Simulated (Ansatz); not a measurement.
# CuI: a single-point run

Aim: a sound single-point run of CuI. The structure is shown as the input types it. The cell is built on a prototype (NiAs type) and needn't be the phase found in nature.

Method: density functional or hybrid calculation with the settings of its input, plane waves, in Ansatz 0.2.0.

2 further runs of the same task are left out: 1 for a known fault of the program, 1 that didn't finish.

## (1) Starting point

The structure is hexagonal, space group P6_3/mmc (No. 194). Conventional cell: a = 4.147 Å, b = 4.147 Å, c = 6.336 Å, α = 90.00°, β = 90.00°, γ = 120.00°. Around Cu (site symmetry -3m) lie 6 I at 2.87 Å and 2 Cu at 3.17 Å. Around I (site symmetry -6m2) lie 6 Cu at 2.87 Å.

Structure file:

```xyz
4
Lattice="4.1473 0.0000 0.0000 -2.0737 3.5917 0.0000 0.0000 0.0000 6.3364" Properties=species:S:1:pos:R:3 pbc="T T T"
Cu    0.0000    0.0000    0.0000
Cu    0.0000    0.0000    3.1682
I     0.0000    2.3945    1.5841
I     2.0737    1.1972    4.7523
```

## (2) The calculation

input.yaml

```yaml
crystal:
  lattice:
    - [4.1473371723, 0.0, 0.0]
    - [-2.0736685862, 3.5916993492, 0.0]
    - [0.0, 0.0, 6.336356399]
  atoms:
    - { symbol: Cu, position: [0.0, 0.0, 0.0] }
    - { symbol: Cu, position: [0.0, 0.0, 0.5] }
    - { symbol: I, position: [0.3333333333, 0.6666666667, 0.25] }
    - { symbol: I, position: [0.6666666667, 0.3333333333, 0.75] }
kpoints:
  mp_grid: { grid: [6, 6, 4] }
hamiltonian:
  xc: pbesol
scf:
  occupations: { method: gaussian, width: 1.5 }
  n_extra_bands: 5
output:
  forces: true
  stress: true
  eigenvalues: true
```

The run is started by

```console
$ ansatz run input.yaml --threads 4 --pin off --max-ram 3686MiB --backend cpu --events-out ev --progress --plain --runs-dir out
```

**Question.** How will this run end, and is anything wrong with its input?

The run converged and reported no error. That alone doesn't make the input a sound one.

The suspect setting: scf.occupations.width is 1.5. Occupations are smeared over electronvolts, wider than many features of the bands.

Run again and compare: set scf.occupations.width to 0.2.
